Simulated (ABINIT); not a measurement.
# ZnSe (Stilleite) (F-43m) in ABINIT: notebook

Runs on ZnSe (Stilleite). Level: PBE. Tasks: single point.

Program: ABINIT 10.8.3 (patched build). These are calculated values, not measurements. Logs are shortened: lines on timing, memory, paths and dates and some standing lists are left out, and cuts for length are marked. The log counts tension as positive stress, the text compression.

**What was measured.**

From “Alloy Disordering Effects on the Thermal Conductivity and Energy Gap Temperature Dependence of Cd1−xZnxSe Ternary Crystals Grown by the Bridgman Method”, 2023, pmc:10253836, for a bulk crystal of ZnSe at 300 K: band gap 2.695 ± 0.003 eV (an exciton energy, a little under the gap).

How close the calculation comes is told below.

### Step 1. The structure

Symmetry: F-43m, No. 216, cubic system. Conventional cell: a = 5.668 Å, b = 5.668 Å, c = 5.668 Å, α = 90.00°, β = 90.00°, γ = 90.00°. Around Se (site symmetry -43m) lie 4 Zn at 2.45 Å. Zn (site symmetry -43m) has 4 Se at 2.45 Å as nearest neighbours.

### Step 2. Single point, PBE

run.abi reads:

```
# Pseudopotentials
pp_dirpath "./"
pseudos "Se.GGA_PBE-JTH.xml, Zn.GGA_PBE-JTH.xml"

# Structure
acell 3*1.0
rprim
     0.0000000000     5.3551058920     5.3551058920
     5.3551058920     0.0000000000     5.3551058920
     5.3551058920     5.3551058920     0.0000000000
ntypat 2
znucl 34 30
natom 2
typat 1 2
xcart
     8.0326588379     8.0326588379     8.0326588379
     0.0000000000     0.0000000000     0.0000000000

# Plane-wave basis
ecut 16.0
pawecutdg 32.0

# k points
kptopt 1
ngkpt 6 6 6
nshiftk 1
shiftk 0.0 0.0 0.0

# Exchange and correlation
ixc 11

# Bands and occupations
nband 13
occopt 3
tsmear 0.05 eV

# SCF cycle
nstep 100
tolvrs 1.0e-9

# Output
iomode 3
prtwf 0
prteig 0
prtebands 0
enunit 1
prtden 1
prtvha 1
prtvclmb 1
prtpot 1
```

Potentials or basis: JTH PAW PBE v2.0.

Command:

```sh
$ abinit run.abi > log 2>&1
```

run.abo:

```text
.Version 10.8.3 of ABINIT
 Symmetries : space group F-4 3 m (#216); Bravais cF (face-center cubic)
================================================================================
 Values of the parameters that define the memory need of the present run
     intxc =       0    ionmov =       0      iscf =      17    lmnmax =      18
     lnmax =       6     mgfft =      30  mpssoang =       3    mqgrid =    3001
     natom =       2  nloc_mem =       2    nspden =       1   nspinor =       1
    nsppol =       1      nsym =      24    n1xccc =       1    ntypat =       2
    occopt =       3   xclevel =       2
       mpw =         955          nfft =       27000          nkpt =          16
 PAW method is used; the additional fine FFT grid is defined by:
   mgfftf=        40    nfftf =     64000
================================================================================
================================================================================

--------------------------------------------------------------------------------
------------- Echo of variables that govern the present computation ------------
--------------------------------------------------------------------------------
 -outvars: echo values of preprocessed input variables --------
            acell      1.0000000000E+00  1.0000000000E+00  1.0000000000E+00 Bohr
              amu      7.89600000E+01  6.53900000E+01
             ecut      1.60000000E+01 Hartree
           enunit           1
              ixc          11
         kptrlatt        6    0    0      0    6    0      0    0    6
          kptrlen      4.54395803E+01
            natom           2
            nband          13
            ngfft          30      30      30
          ngfftdg          40      40      40
             nkpt          16
            nstep         100
             nsym          24
           ntypat           2
           occopt           3
        pawecutdg      3.20000000E+01 Hartree
         pawxcdev           0
        prtebands           0
           prteig           0
           prtpot           1
         prtvclmb           1
           prtvha           1
            prtwf           0
            rprim      0.0000000000E+00  5.3551058920E+00  5.3551058920E+00
                       5.3551058920E+00  0.0000000000E+00  5.3551058920E+00
                       5.3551058920E+00  5.3551058920E+00  0.0000000000E+00
          spgroup         216
           tolvrs      1.00000000E-09
           tsmear      1.83746611E-03 Hartree
            typat      1  2
           useylm           1
           xangst      4.2506999971E+00  4.2506999971E+00  4.2506999971E+00
                      -5.2918321739E-11 -5.2918085778E-11 -5.2918321739E-11
            xcart      8.0326588379E+00  8.0326588379E+00  8.0326588379E+00
                      -1.0000113513E-10 -1.0000068923E-10 -1.0000113513E-10
             xred      7.4999999999E-01  7.4999999999E-01  7.4999999999E-01
                      -9.3369478815E-12 -9.3370311482E-12 -9.3369478815E-12
            znucl       34.00000   30.00000

================================================================================

 chkinp: Checking input parameters for consistency.

================================================================================
== DATASET  1 ==================================================================

--- !DatasetInfo
iteration_state: {dtset: 1, }
dimensions: {natom: 2, nkpt: 16, mband: 13, nsppol: 1, nspinor: 1, nspden: 1, mpw: 955, }
cutoff_energies: {ecut:  16.0, pawecutdg:  32.0, }
electrons: {nelect:   1.80000000E+01, charge:   0.00000000E+00, occopt:   3.00000000E+00, tsmear:   1.83746611E-03, }
meta: {optdriver: 0, ionmov: 0, optcell: 0, iscf: 17, paral_kgb: 0, }
...

 Exchange-correlation functional for the present dataset will be:
  GGA: Perdew-Burke-Ernzerhof functional - ixc=11
  J.P.Perdew, K.Burke, M.Ernzerhof, PRL 77, 3865 (1996)

 Real(R)+Recip(G) space primitive vectors, cartesian coordinates (Bohr,Bohr^-1):
 R(1)=  0.0000000  5.3551059  5.3551059  G(1)= -0.0933688  0.0933688  0.0933688
 R(2)=  5.3551059  0.0000000  5.3551059  G(2)=  0.0933688 -0.0933688  0.0933688
 R(3)=  5.3551059  5.3551059  0.0000000  G(3)=  0.0933688  0.0933688 -0.0933688
 Unit cell volume ucvol=  3.0713845E+02 bohr^3
 Angles (23,13,12)=  6.00000000E+01  6.00000000E+01  6.00000000E+01 degrees

 Coarse grid specifications (used for wave-functions):

 getcut: wavevector=  0.0000  0.0000  0.0000  ngfft=  30  30  30
         ecut(hartree)=     16.000   => boxcut(ratio)=   2.20239

 getcut : COMMENT -
  Note that boxcut > 2.2 ; recall that boxcut=Gcut(box)/Gcut(sphere) = 2
  is sufficient for exact treatment of convolution.
  Such a large boxcut is a waste : you could raise ecut
  e.g. ecut=   19.402164 Hartrees makes boxcut=2

 Fine grid specifications (used for densities):

 getcut: wavevector=  0.0000  0.0000  0.0000  ngfft=  40  40  40
         ecut(hartree)=     32.000   => boxcut(ratio)=   2.07413

--- Pseudopotential description ------------------------------------------------
- pspini: atom type   1  psp file is ./Se.GGA_PBE-JTH.xml
 Pseudopotential format is: paw10
 basis_size (lnmax)=  4 (lmn_size=  8), orbitals=   0   0   1   1
 Spheres core radius: rc_sph= 2.21132333
 Shapefunction is BESSEL type: shapef(r,l)=aa(1,l)*jl(q(1,l)*r)+aa(2,l)*jl(q(2,l)*r)
 Radius for shape functions =  2.00656599
 Compensation charge density is not taken into account in XC energy/potential

- pspini: atom type   2  psp file is ./Zn.GGA_PBE-JTH.xml
 Pseudopotential format is: paw10
 basis_size (lnmax)=  6 (lmn_size= 18), orbitals=   0   0   1   1   2   2
 Spheres core radius: rc_sph= 2.30769763
 Shapefunction is SIN type: shapef(r)=[sin(pi*r/rshp)/(pi*r/rshp)]**2
 Radius for shape functions =  1.80965103
 Compensation charge density is not taken into account in XC energy/potential

   7.09926356E+02                                ecore*ucvol(ha*bohr**3)
--------------------------------------------------------------------------------

================================================================================

--- !BeginCycle
iteration_state: {dtset: 1, }
solver: {iscf: 17, nstep: 100, nline: 4, wfoptalg: 10, }
tolerances: {tolvrs: 1.00E-09, }
...

     iter   Etot(hartree)      deltaE(h)  residm     nres2
 ETOT  1  -73.884579803218    -7.388E+01 7.217E-01 2.077E+00
 ETOT  2  -73.940724144550    -5.614E-02 5.867E-02 2.288E-01
 ETOT  3  -73.940125163140     5.990E-04 9.847E-03 1.317E-01
 ETOT  4  -73.939707412642     4.178E-04 3.173E-03 1.540E-02
 ETOT  5  -73.939896152249    -1.887E-04 2.584E-03 7.506E-03
 ETOT  6  -73.939917950760    -2.180E-05 4.606E-04 7.653E-03
 ETOT  7  -73.939919895060    -1.944E-06 1.169E-04 8.328E-03
 ETOT  8  -73.939900842605     1.905E-05 1.264E-04 7.947E-04
 ETOT  9  -73.939908007799    -7.165E-06 3.721E-05 1.311E-03
 ETOT 10  -73.939906122909     1.885E-06 3.852E-05 5.084E-04
 ETOT 11  -73.939903958144     2.165E-06 1.082E-05 1.617E-04
 ETOT 12  -73.939903590884     3.673E-07 3.146E-06 4.021E-05
 ETOT 13  -73.939903765946    -1.751E-07 4.729E-06 4.554E-05
 ETOT 14  -73.939903608276     1.577E-07 3.141E-06 3.322E-06
 ETOT 15  -73.939903612631    -4.355E-09 2.272E-06 2.691E-07
 ETOT 16  -73.939903617992    -5.361E-09 4.712E-07 4.085E-08
 ETOT 17  -73.939903618414    -4.216E-10 9.198E-07 2.140E-08
 ETOT 18  -73.939903618446    -3.216E-11 3.294E-07 4.556E-09
 ETOT 19  -73.939903618448    -1.890E-12 3.486E-07 1.763E-09
 ETOT 20  -73.939903618441     6.708E-12 6.784E-08 1.100E-10

 At SCF step   20       nres2   =  1.10E-10 < tolvrs=  1.00E-09 =>converged.

 Cartesian components of stress tensor (hartree/bohr^3)
  sigma(1 1)= -6.27830319E-05  sigma(3 2)=  0.00000000E+00
  sigma(2 2)= -6.27830319E-05  sigma(3 1)=  0.00000000E+00
  sigma(3 3)= -6.27830319E-05  sigma(2 1)=  0.00000000E+00

--- !ResultsGS
iteration_state: {dtset: 1, }
comment   : Summary of ground state results
lattice_vectors:
- [  0.0000000,   5.3551059,   5.3551059, ]
- [  5.3551059,   0.0000000,   5.3551059, ]
- [  5.3551059,   5.3551059,   0.0000000, ]
lattice_lengths: [   7.57326,    7.57326,    7.57326, ]
lattice_angles: [ 60.000,  60.000,  60.000, ] # degrees, (23, 13, 12)
lattice_volume:   3.0713845E+02
convergence: {deltae:  6.708E-12, res2:  1.100E-10, residm:  6.784E-08, diffor: null, }
etotal    :  -7.39399036E+01
entropy   :   0.00000000E+00
fermie    :   1.19772026E-01
cartesian_stress_tensor: # hartree/bohr^3
- [ -6.27830319E-05,   0.00000000E+00,   0.00000000E+00, ]
- [  0.00000000E+00,  -6.27830319E-05,   0.00000000E+00, ]
- [  0.00000000E+00,   0.00000000E+00,  -6.27830319E-05, ]
pressure_GPa:   1.8471E+00
xred      :
- [  7.5000E-01,   7.5000E-01,   7.5000E-01, Se]
- [ -9.3369E-12,  -9.3370E-12,  -9.3369E-12, Zn]
cartesian_forces: # hartree/bohr
- [ -7.07088230E-30,  -3.22117971E-29,   2.12126469E-29, ]
- [  7.07088230E-30,   3.22117971E-29,  -2.12126469E-29, ]
force_length_stats: {min:   3.92119069E-29, max:   3.92119069E-29, mean:   3.92119069E-29, }
...

 Integrated electronic density in atomic spheres:
 ------------------------------------------------
 Atom  Sphere_radius  Integrated_density
    1        2.21132          4.01571162
    2        2.30770         10.76025112

================================================================================

 ----iterations are completed or convergence reached----

 Mean square residual over all n,k,spin=   50.698E-11; max=  67.841E-09
 reduced coordinates (array xred) for    2 atoms
       0.749999999991      0.749999999991      0.749999999991
      -0.000000000009     -0.000000000009     -0.000000000009
 rms dE/dt=  1.8268E-28; max dE/dt=  4.0390E-28; dE/dt below (all hartree)
    1       0.000000000000     -0.000000000000      0.000000000000
    2       0.000000000000      0.000000000000     -0.000000000000

 cartesian coordinates (angstrom) at end:
    1      4.25069999709153     4.25069999709153     4.25069999709153
    2     -0.00000000005292    -0.00000000005292    -0.00000000005292

 cartesian forces (hartree/bohr) at end:
    1     -0.00000000000000    -0.00000000000000     0.00000000000000
    2      0.00000000000000     0.00000000000000    -0.00000000000000
 frms,max,avg= 2.2639005E-29 3.2211797E-29   0.000E+00  0.000E+00  0.000E+00 h/b

 cartesian forces (eV/Angstrom) at end:
    1     -0.00000000000000    -0.00000000000000     0.00000000000000
    2      0.00000000000000     0.00000000000000    -0.00000000000000
 frms,max,avg= 1.1641444E-27 1.6563972E-27   0.000E+00  0.000E+00  0.000E+00 e/A
 length scales=  1.000000000000  1.000000000000  1.000000000000 bohr
              =  0.529177210544  0.529177210544  0.529177210544 angstroms
 Fermi (or HOMO) energy (eV) =   3.25916   Average Vxc (eV)=  -9.17054
 Eigenvalues (   eV  ) for nkpt=  16  k points:
 kpt#   1, nband= 13, wtk=  0.00463, kpt=  0.0000  0.0000  0.0000 (reduced coord)
 -10.67578   -3.95065   -3.95065   -3.95065   -3.57955   -3.57955    2.58936    2.58936
   2.58936    3.87229    8.39057    8.39057    8.39057
 prteigrs : prtvol=0 or 1, do not print more k-points.

--- !EnergyTerms
iteration_state     : {dtset: 1, }
comment             : Components of total free energy in Hartree
kinetic             :  9.94689756487715E+00
hartree             :  2.21597049776075E+01
xc                  : -8.05802881030655E+00
Ewald energy        : -4.39185504450022E+01
psp_core            :  2.31142131988044E+00
local_psp           : -7.60015940688328E+01
PAW spherical_terms :  1.96202503942590E+01
internal            : -7.39398990675175E+01
'-kT*entropy'       : -2.23808492597855E-09
total_energy        : -7.39398990697556E+01
total_energy_eV     : -2.01200715257597E+03
...

--- !EnergyTermsDC
iteration_state     : {dtset: 1, }
comment             : '"Double-counting" decomposition of free energy'
band_energy         : -2.06453172608560E+00
Ewald energy        : -4.39185504450022E+01
psp_core            :  2.31142131988044E+00
xc_dc               : -2.45102615869300E+01
PAW spherical_terms : -5.75798117806570E+00
internal            : -7.39399036162030E+01
'-kT*entropy'       : -2.23808492597855E-09
total_energy_dc     : -7.39399036184411E+01
total_energy_dc_eV  : -2.01200727635201E+03
...

--- !EnergyTermsWithPAWCore
iteration_state     : {dtset: 1, }
comment             : 'Components of total free energy, including PAW core contributions'
Total energy        : -4.22620140544659E+03
Total energy DC     : -4.22620140999528E+03
Total energy (eV)   : -1.15000798796915E+05
Total energy DC (eV): -1.15000798920691E+05
...

 Cartesian components of stress tensor (hartree/bohr^3)
  sigma(1 1)= -6.27830319E-05  sigma(3 2)=  0.00000000E+00
  sigma(2 2)= -6.27830319E-05  sigma(3 1)=  0.00000000E+00
  sigma(3 3)= -6.27830319E-05  sigma(2 1)=  0.00000000E+00

-Cartesian components of stress tensor (GPa)         [Pressure=  1.8471E+00 GPa]
- sigma(1 1)= -1.84714057E+00  sigma(3 2)=  0.00000000E+00
- sigma(2 2)= -1.84714057E+00  sigma(3 1)=  0.00000000E+00
- sigma(3 3)= -1.84714057E+00  sigma(2 1)=  0.00000000E+00

== END DATASET(S) ==============================================================
================================================================================

 -outvars: echo values of variables after computation  --------
            acell      1.0000000000E+00  1.0000000000E+00  1.0000000000E+00 Bohr
           etotal     -7.3939903618E+01
            fcart     -7.0708822971E-30 -3.2211797131E-29  2.1212646891E-29
                       7.0708822971E-30  3.2211797131E-29 -2.1212646891E-29
            rprim      0.0000000000E+00  5.3551058920E+00  5.3551058920E+00
                       5.3551058920E+00  0.0000000000E+00  5.3551058920E+00
                       5.3551058920E+00  5.3551058920E+00  0.0000000000E+00
           strten     -6.2783031950E-05 -6.2783031950E-05 -6.2783031950E-05
                       0.0000000000E+00  0.0000000000E+00  0.0000000000E+00
           xangst      4.2506999971E+00  4.2506999971E+00  4.2506999971E+00
                      -5.2918321739E-11 -5.2918085778E-11 -5.2918321739E-11
             xred      7.4999999999E-01  7.4999999999E-01  7.4999999999E-01
                      -9.3369478815E-12 -9.3370311482E-12 -9.3369478815E-12
 Calculation completed.
```

It took 15 s on 1 thread of Arm Neoverse V1, shared host; peak memory 0.1 GiB.

Results:

- Free energy: -2012.0073 eV
- Band gap on the k mesh: 1.28 eV, direct
- Valence electrons inside the program's atomic spheres: Se 4.02; Zn 10.76

Caveat: the cutoff is too short for stress, so the log's stress isn't used. Expect the measured gap to be larger: semilocal functionals such as PBE lack the derivative discontinuity.

### Step 3. Single point, PBE

run.abi reads:

```
pp_dirpath "./"
pseudos "Se.upf, Zn.upf"

acell 7.5732633804 7.5732633804 7.5732633804
rprim
     0.0000000000     0.7071067812     0.7071067812
     0.7071067812     0.0000000000     0.7071067812
     0.7071067812     0.7071067812     0.0000000000
ntypat 2
znucl 34 30
natom 2
typat 1 2
xred
     0.7500000000     0.7500000000     0.7500000000
     0.0000000000     0.0000000000     0.0000000000

ecut 1061.244064 eV

kptopt 1
ngkpt 6 6 6
nshiftk 1
shiftk 0.0 0.0 0.0

ixc 11

nband 22
occopt 3
tsmear 0.00183747

nstep 100
tolvrs 1.0e-10

iomode 3
prtwf 0
prtden 0
prteig 0
prtebands 0
enunit 1
```

Potentials or basis: PseudoDojo NC SR PBE v0.4.1 standard.

Command:

```sh
$ abinit run.abi > log 2>&1
```

It took 68 s on 1 thread of Arm Neoverse V1, shared host; peak memory 0.09 GiB.

It converged, with:

```
Free energy                                           : -8988.7418 eV
Pressure                                              : 1.7 GPa
Band gap on the k mesh                                : 1.29 eV, direct
Valence electrons inside the program's atomic spheres : Se 13.26; Zn 18.13
```

Levels at points of the mesh, in eV from the valence-band top:
```
           k point  band 16  band 17  band 18  band 19  band 20  band 21
(0.00, 0.00, 0.00)     0.00     0.00     0.00     1.29     5.81     5.81
(0.50, 0.00, 0.00)    -5.22    -0.87    -0.87     2.55     6.39     6.39
(0.50, 0.50, 0.00)    -4.75    -2.18    -2.18     2.99     3.47    10.73
```

### Step 4. How close it comes

Step 3. Measured gap of ZnSe: 2.695 eV (an exciton energy, a little under the gap; 300 K; “Alloy Disordering Effects on the Thermal Conductivity and Energy Gap Temperature Dependence of Cd1−xZnxSe Ternary Crystals Grown by the Bridgman Method”, 2023, pmc:10253836). This calculation gives 1.29 eV (-1.41 eV). So large a miss can be the level of theory's own, or it may mean another phase, state or a wrong row. Spin-orbit coupling on Se is left out. The value is that of PBE, without temperature or zero-point motion. Semilocal functionals fall short of measured gaps as a rule.
